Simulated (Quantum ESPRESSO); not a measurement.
**HfB2: phonons with PBEsol**

Crystal: HfB2.

```
CELL_PARAMETERS angstrom
3.14000 0.00000 0.00000
-1.57000 2.71932 0.00000
0.00000 0.00000 3.48000
ATOMIC_POSITIONS crystal
Hf 0.00000 0.00000 0.00000
B 0.66667 0.33333 0.50000
B 0.33333 0.66667 0.50000
```

* Program: Quantum ESPRESSO 7.5
* Task: phonons
* Functional: PBEsol
* Potentials or basis: GBRV 1.5 PBEsol
* Cutoff: 612 eV
* Density cutoff: 4898 eV
* k mesh: 10 × 10 × 8
* Occupations: methfessel-paxton, width 0.2 eV
* Spin: no spin polarisation
* Mixing beta: 0.5
* Most SCF iterations: 120
* SCF threshold: 6e-10 Ry

```json
{
  "Relaxed volume": "9.76 Å³/atom",
  "Relaxed cell": "a = 3.126 Å, b = 3.126 Å, c = 3.458 Å, α = 90.00°, β = 90.00°, γ = 120.00°",
  "Space group after relaxing (to 0.05 Å)": "P6/mmm (No. 191)",
  "Pressure after relaxing": "0.0 GPa",
  "Band gap on the k mesh": "none (metal or under the smearing width)",
  "Highest phonon frequency at Γ": "822 cm⁻¹"
}
```

Step by step:
```csv
step,energy change (eV),largest force (eV/Å),pressure (GPa),volume (Å³)
1,0.0000,0.0000,-3.82,29.71
2,-0.0048,0.0000,1.26,29.14
3,-0.0053,0.0000,-0.02,29.28
4,-0.0053,0.0000,-0.01,29.28
5,-0.0053,0.0000,0.00,29.27
```

Final structure:
```
Hf B
1.0
     3.12641    0.00000    0.00000
    -1.56321    2.70755    0.00000
     0.00000    0.00000    3.45827
Hf B
1 2
Direct
  0.00000 0.00000 0.00000
  0.66667 0.33333 0.50000
  0.33333 0.66667 0.50000
```

Levels at points of the mesh, in eV from the Fermi level:
```tsv
k point	band 5	band 6	band 7	band 8	band 9	band 10	band 11	band 12	band 13	band 14
(0.00, 0.00, 0.00)	-13.69	-2.96	-2.83	-2.83	-2.62	4.20	4.20	4.88	4.88	5.15
(0.00, 0.00, -0.50)	-11.18	-8.32	-1.07	-1.07	0.40	0.40	1.10	1.10	2.41	5.23
(0.00, -0.50, 0.00)	-9.73	-8.89	-4.06	-3.32	-2.83	2.28	2.87	5.82	5.93	6.49
(0.00, -0.50, -0.50)	-10.27	-7.37	-4.92	-4.67	-2.52	4.20	4.37	6.48	7.51	7.63
```

Phonon frequencies in cm⁻¹ (negative: imaginary):
```
              q point                          frequencies
(0.000, 0.000, 0.000)  -16 -16 -16 450 450 473 550 822 822
```

Optical modes at Γ, degenerate ones joined:
| cm⁻¹ | components | symmetry | active in |
| --- | --- | --- | --- |
| 449 | 2 | E1u | IR |
| 473 | 1 | A2u | IR |
| 550 | 1 | B1g | silent |
| 822 | 2 | E2g | Raman |

It took 6.1 min on 1 thread of Arm Neoverse V1 (shared host), peak memory 0.21 GiB.

Caveat: the mesh is thin for the phonons of a metal. The run has no spin-orbit coupling, so splittings on Hf are missing.
